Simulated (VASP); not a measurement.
A run of VASP 6.6.1 is set up as follows.

The input POSCAR:

```
S                                       
1.0
   10.5000000000      0.0000000000      0.0000000000
    0.0000000000     11.0000000000      0.0000000000
    0.0000000000      0.0000000000     11.5000000000
  S             
     1
Selective dynamics
Direct
     0.5000000000000000    0.5045454544999970    0.5000000000000000   F   F   F
```

File INCAR.step1:

```
SYSTEM = S
PREC = Accurate ; ENCUT = 400
EDIFF = 1E-5 ; ISMEAR = 0
SIGMA = 0.01 ; LREAL = .False.
LASPH = .True. ; NELM = 80
ALGO = Normal ; ISIF = 2
LWAVE = .True. ; LCHARG = .False.
ISPIN = 2 ; MAGMOM = 2.1
LORBIT = 11 ; NUPDOWN = 2
ISYM = 0 ; TIME = 0.4
GGA = PE
```

Contents of INCAR.step2:

```
SYSTEM = S
PREC = Accurate ; ENCUT = 400
EDIFF = 1E-6 ; ISMEAR = 0
SIGMA = 0.01 ; LREAL = .False.
LASPH = .True. ; NELM = 80
ALGO = Damped ; ISIF = 2
LWAVE = .False. ; LCHARG = .False.
ISPIN = 2 ; MAGMOM = 2.1
LORBIT = 11 ; NUPDOWN = 2
GGA = PE ; LHFCALC = .True.
HFSCREEN = 0.2 ; PRECFOCK = Fast
IVDW = 12 ; VDW_S6 = 1.0
VDW_S8 = 2.31 ; VDW_A1 = 0.383
VDW_A2 = 5.685 ; ISYM = 0
TIME = 0.4 ; ISTART = 1
```

Contents of KPOINTS:

```
Automatic mesh
0
Gamma
  1 1 1
  0 0 0
```

Potentials or basis: VASP PAW PBE potentials, release 64 (S).

Command:

```bash
$ cat potpaw_PBE.64/S/POTCAR > POTCAR
$ cp INCAR.step1 INCAR
$ mpirun -np 4 vasp_gam > vasp.out
$ cp INCAR.step2 INCAR
$ mpirun -np 4 vasp_gam > vasp.out
```

Problem. Estimate the dispersion energy per atom.

Solution. 0.000 eV.

Caveat: the total moment is fixed, so each spin has its own Fermi level.
